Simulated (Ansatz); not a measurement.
BaS (rocksalt), relaxed with r2SCAN in the PAW code Ansatz: the symmetry is Fm-3m (No. 225, cubic); conventional cell a = 6.424 Å, 33.13 Å³ an atom. Ba has 6 S at 3.21 Å; S has 6 Ba at 3.21 Å. The primitive cell holds 2 atoms in 66.26 Å³. No magnetic order and no zero-point or thermal motion.

Computed values: PBE gives a gap of 2.23 eV and PBE0 (25 % exact exchange) 3.83 eV; one over PBE's mean ε∞ is 0.211. Without spin-orbit coupling PBE's valence top is a threefold level at Γ and the gap is 2.230 eV; with it the level splits into four states above two, Δ₀ = 0.136 eV apart. HSE06+SOC (4×4×4) gives a least gap of 3.09 eV and a least direct gap of 3.19 eV. r2SCAN's ε∞ is 4.38. On the PBEsol cell (Ω = 63.53 Å³ for two atoms) PBEsol gives ω_TO = 144.2 cm⁻¹, Z* = ±2.616 and ε∞ = 4.986.

(1) What is the density?

(2) Taking the gap as linear in the share of unscreened exchange, estimate the gap of the hybrid whose share is 1/ε∞.

(3) If the centre of gravity stays and the conduction band doesn't move, what gap follows with spin-orbit coupling?

(4) At what wavelength does absorption set in by HSE06+SOC, excitons left aside?

(5) What refractive index and reflectivity at normal incidence follow, below the gap and above the phonons?

(6) Work out the longitudinal frequency.

(7) What static dielectric constant follows from Lyddane-Sachs-Teller, and how strong is the polar coupling 1/ε∞ − 1/ε⁰?

## Answers

(1) The cell holds 1 Ba, 1 S: M = 1×137.327 + 1×32.060 = 169.39 u in V = 66.26 Å³. ρ = 1.66054 × M/V = 1.66054 × 169.39/66.26 = 4.245 g/cm³, for the static r2SCAN lattice.

(2) The slope is (3.83 − 2.23)/0.25 = 6.40 eV per unit share, so E_g ≈ 2.23 + 6.40 × 0.211 = 3.58 eV. The run with that share gives 3.57 eV (6×6×6 mesh), -0.01 eV from the straight line.

(3) The fourfold level rises by Δ₀/3 = 0.045 eV and the twofold one falls by 2Δ₀/3, so E_g ≈ 2.230 − 0.045 = 2.185 eV. The PBE+SOC run gives 2.187 eV, +0.002 eV from the estimate.

(4) λ = 1239.84 eV nm/E: 401 nm for the least gap, where it needs phonons and is weak, and 389 nm for direct transitions.

(5) n = √4.38 = 2.093; R = ((n − 1)/(n + 1))² = (1.093/3.093)² = 12.5 % a face.

(6) ω_LO² − ω_TO² = 4π Z*² e²/(ε∞ μ Ω), with μ = 137.33×32.06/169.39 = 25.992 u and e² = 14.400 eV Å; √(eV/(u Å²)) is 521.47 cm⁻¹. That gives 4.09e+04 cm⁻², so ω_LO = √(144.2² + 4.09e+04) = 248.4 cm⁻¹; the program prints 248.4.

(7) ε⁰ = ε∞ (ω_LO/ω_TO)² = 4.986 × (248.4/144.2)² = 14.79 (the run: 14.78). 1/ε∞ − 1/ε⁰ = 0.2006 − 0.0676 = 0.1330, the factor that enters the Fröhlich constant.

Only the levels marked +SOC include spin-orbit coupling.

The meshes of the hybrids are coarse, so their gaps aren't converged to the digits shown.
